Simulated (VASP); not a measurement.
Set up this calculation in VASP 6.6.1, as the native input.

* Task: relaxation of cell and atoms
* Functional: PBE
* Potentials or basis: VASP PAW PBE potentials, release 64 (As)
* Cutoff: 600 eV
* k mesh: 6 × 6 × 6
* Occupations: gaussian, width 0.1 eV
* Spin: no spin polarisation
* Dipole correction: no
* Further INCAR settings: ALGO = Normal; EDIFF = 1e-06; IBRION = 2; EDIFFG = -0.04; NSW = 90; ISIF = 3

The structure of As lies in POSCAR:

```
As
1.0
   -3.1560335100      3.1560335100      2.1853653900
    3.1560335100     -3.1560335100      2.1853653900
    3.1560335100      3.1560335100     -2.1853653900
As
6
Direct
    0.0000000000      0.0000000000      0.0000000000
    0.7500000000      0.2500000000      0.5000000000
    0.3750000000      0.6250000000      0.7500000000
    0.3750000000      0.1250000000      0.7500000000
    0.3750000000      0.6250000000      0.2500000000
    0.8750000000      0.6250000000      0.2500000000
```

The cell was built by a generator and needn't be a form met in nature.

These files were run (other wordings do the same):

INCAR

```
ALGO     = Normal         # electronic algorithm
EDIFF    = 1E-6           # SCF threshold, eV
EDIFFG   = -0.04          # ionic threshold
ENCUT    = 600            # plane-wave cutoff, eV
GGA      = PE             # functional
IBRION   = 2              # ionic algorithm
ISIF     = 3              # what is computed and relaxed
ISMEAR   = 0              # smearing method
LASPH    = True           # aspherical terms in the spheres
LCHARG   = False          # write CHGCAR
LREAL    = False          # projectors in reciprocal space
LWAVE    = False          # write WAVECAR
NELM     = 100            # most SCF steps
NSW      = 90             # ionic steps
PREC     = Accurate       # precision mode
SIGMA    = 0.1            # smearing width, eV
```

KPOINTS

```
k-points
0
Gamma
  6 6 6
```

Potentials or basis: VASP PAW PBE potentials, release 64 (As).

Run with:

```bash
$ cat potpaw_PBE.64/As/POTCAR > POTCAR
$ mpirun -np 1 vasp_std > vasp.out
```

Results of the run:

```json
{
 "Relaxed volume": "21.15 Å³/atom",
 "Relaxed cell": "a = 5.573 Å, b = 5.573 Å, c = 5.573 Å, α = 102.81°, β = 102.81°, γ = 123.82°",
 "Space group after relaxing (to 0.05 Å)": "I4_1/amd (No. 141)",
 "Energy gained by relaxing": "1066.2 meV/atom",
 "Ionic steps": "7",
 "Pressure after relaxing": "0.1 GPa",
 "Band gap on the k mesh": "none (metal or under the smearing width)"
}
```

Caveat: the volume moved by over 15 % at a fixed basis, so the end points are rough.

Wall time 4.2 min on 1 thread of Intel(R) Xeon(R) Platinum 8488C (Sapphire Rapids), on a shared host, peak memory 0.26 GiB.
